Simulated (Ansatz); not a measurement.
Is this P structure stable?

The cell was found from a structure generator's guess, not taken from experiment.

These are results of Ansatz, DFT PBE+D3(BJ), scalar-relativistic, plane waves, PAW, not measurements. Plane waves to 420 eV, a 12×12×1 mesh through Γ for the 4-atom cell and 0.02 eV Gaussian smearing; no spin polarisation.

The sheet is periodic along a and b; c holds vacuum.

```xyz
4
Lattice="3.2568 0.0000 0.0000 -1.6284 2.8205 0.0000 0.0000 0.0000 34.6378" Properties=species:S:1:pos:R:3 pbc="T T F"
P     1.6284    0.9402    8.3337
P     0.0000    1.8803    7.0906
P     0.0000    0.0000   11.6663
P     0.0000    1.8803   12.9094
```

Energies count from the standard state of P at the same level. The references include black phosphorus.

Task: These tests were run: random kick, then relaxation without symmetry; phonons on a 3×3×1 q mesh. What do they show?

Result:

```
                                         test                         result
random kick, then relaxation without symmetry                        returns
                    phonons on a 3×3×1 q mesh  no imaginary mode on the mesh
```

It fails none of these tests. Other phases of the system weren't compared here, so this isn't yet thermodynamic stability.

The kick test ran on a coarse mesh. The run for the phonons used a 12×12×1 k mesh.
